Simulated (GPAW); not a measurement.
Something may be wrong with this GPAW 26.7.0 calculation of NbH2.

Contents of run.py:

```python
import numpy as np
from ase import Atoms
from ase.dft.bandgap import bandgap
from ase.io import write
from gpaw import GPAW, PW, setup_paths
from gpaw.response.df import DielectricFunction

setup_paths.insert(0, '.')

atoms = Atoms(['Nb', 'H', 'H'],
              cell=[[0.0, 2.2815, 2.2815],
                    [2.2815, 0.0, 2.2815],
                    [2.2815, 2.2815, 0.0]],
              scaled_positions=[[0.0, 0.0, 0.0],
                                [0.75, 0.75, 0.75],
                                [0.25, 0.25, 0.25]],
              pbc=True)

calc = GPAW(mode=PW(450),
            xc='BLYP',
            kpts={'size': (5, 5, 5), 'gamma': True},
            occupations={'name': 'fermi-dirac', 'width': 0.05},
            nbands=18,
            convergence={'density': 1e-06},
            eigensolver={'name': 'davidson', 'niter': 2},
            maxiter=80,
            txt='gpaw.txt')
atoms.calc = calc
energy = atoms.get_potential_energy()
calc.write('gs.gpw')
write('result.traj', atoms)
print(f'Energy: {energy:.6f} eV')
print('Fermi level:', round(calc.get_fermi_level(), 4), 'eV')
print(f'Gap: {bandgap(calc)[0]:.4f} eV, direct: {bandgap(calc, direct=True)[0]:.4f} eV')

dense = calc.fixed_density(kpts={'size': (6, 6, 6), 'gamma': True},
                           nbands=74, convergence={'bands': 68},
                           update_fermi_level=True, txt='dense.txt')
dense.write('dense.gpw', mode='all')

df = DielectricFunction('dense.gpw', frequencies={'type': 'nonlinear', 'domega0': 0.1, 'omega2': 10},
                        eta=0.2, ecut=50, nbands=68, txt='df.txt')
for i, q_c in enumerate([[0.1797, 0.1797, 0.013]]):
    eels0, eels = df.get_eels_spectrum(xc='RPA', q_c=q_c, filename=f'eels_{i}.csv')
    q = np.linalg.norm(2 * np.pi * np.array(q_c) @ atoms.cell.reciprocal())
    w = df.get_frequencies()
    print(f'|q| = {q:.4f} 1/A: loss peak at {w[eels[w < 45].argmax()]:.3f} eV (below 45 eV)')
```

Potentials or basis: PAW data sets generated in the run's folder for this functional, pw.

Command:

```sh
$ gpaw-setup -f BLYP H Nb
$ OMP_NUM_THREADS=1 python run.py
```

gpaw.txt:

```text
__  _  _
 | _ |_)|_||  |
 |__||  | ||/\| - 26.7.0

Input parameters:
  mode=PW(ecut=450.00000000000006),
  convergence={'density': 1e-06},
  eigensolver=Davidson(niter=2),
  kpts=MonkhorstPack(size=(5, 5, 5), gamma=True),
  maxiter=80,
[... 247 lines left out ...]
|          9 |        11.860 |     0.000 |
|         10 |        11.860 |     0.000 |
|         11 |        22.946 |     0.000 |
|         12 |        24.429 |     0.000 |
|         13 |        24.429 |     0.000 |
|         14 |        24.429 |     0.000 |
|         15 |        32.791 |     0.000 |
|         16 |        32.791 |     0.000 |
|         17 |        32.791 |     0.000 |

No gap
No difference between direct/indirect transitions
# Writing to gs.gpw (mode='')
```

On the terminal:

```text
Energy: -16.103613 eV
Fermi level: 10.5509 eV
Gap: 0.0000 eV, direct: 0.0000 eV
Traceback (most recent call last):
  File "run.py", line 44, in <module>
  File "response/df.py", line 777, in get_eels_spectrum
  File "response/df.py", line 654, in get_inverse_dielectric_function
  File "response/df.py", line 611, in get_chi0_dyson_eqs
  File "response/df.py", line 588, in get_chi0
  File "response/chi0.py", line 101, in calculate
  File "response/chi0.py", line 205, in calculate
  File "response/chi0.py", line 249, in update_chi0_body
  File "response/integrators.py", line 85, in integrate
  File "response/context.py", line 108, in new_method
  File "response/chi0_base.py", line 106, in matrix_element
  File "response/chi0_base.py", line 127, in _get_any_matrix_element
  File "response/context.py", line 108, in new_method
  File "response/pair.py", line 125, in get_kpoint_pair
  File "response/kpoints.py", line 16, in find
ValueError: Requested k-point is not on the grid. Please check that your q-points of interest are commensurate with the k-point grid.
```

Problem. Diagnose the run.

Solution. The program refused the input. The input holds a flaw that was put in on purpose: q vector that isn't on the k mesh.
